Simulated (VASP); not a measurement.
A run of VASP 6.6.1 is set up as follows.

INCAR

```
SYSTEM = MoS2
PREC = Accurate
ENCUT = 600
EDIFF = 1E-6
ISMEAR = 0
SIGMA = 0.03
LREAL = .FALSE.
LASPH = .TRUE.
NELM = 80
ALGO = Normal
ISIF = 3
LWAVE = .FALSE.
LCHARG = .FALSE.
GGA = PE
IVDW = 12
IBRION = 2
NSW = 90
EDIFFG = -0.01
PSTRESS = 56.0
KPAR = 2
```

File KPOINTS:

```
Automatic mesh
0
G
  12 12 3
  0 0 0
```

POSCAR

```
MoS2
1.0
    3.1690000000      0.0000000000      0.0000000000
   -1.5845000000      2.7444345046      0.0000000000
    0.0000000000      0.0000000000     12.3240000000
Mo S
2 4
Direct
    0.3333333333      0.6666666667      0.2500000000
    0.6666666667      0.3333333333      0.7500000000
    0.3333333333      0.6666666667      0.6230000000
    0.6666666667      0.3333333333      0.1230000000
    0.3333333333      0.6666666667      0.8770000000
    0.6666666667      0.3333333333      0.3770000000
```

Potentials or basis: VASP PAW PBE potentials, release 64 (Mo_sv, S).

The run is started by

```sh
$ cat potpaw_PBE.64/Mo_sv/POTCAR potpaw_PBE.64/S/POTCAR > POTCAR
$ mpirun -np 2 vasp_std > vasp.out
```

(1) What does it give for the space group after relaxing (to 0.05 Å)?

(2) What does it give for the dispersion energy per atom?

(3) Estimate the relaxed volume.

(4) What does it give for the band gap on the k mesh?

## Answers

(1) P6_3/mmc (No. 194).

(2) -0.475 eV.

(3) 15.99 Å³/atom.

(4) 0.48 eV, indirect (least direct gap 1.81 eV).

Caveat: the cell is relaxed towards a set pressure, so the enthalpy falls and the energy may rise; an odd mesh through Γ misses points on the zone boundary, where band edges often lie.
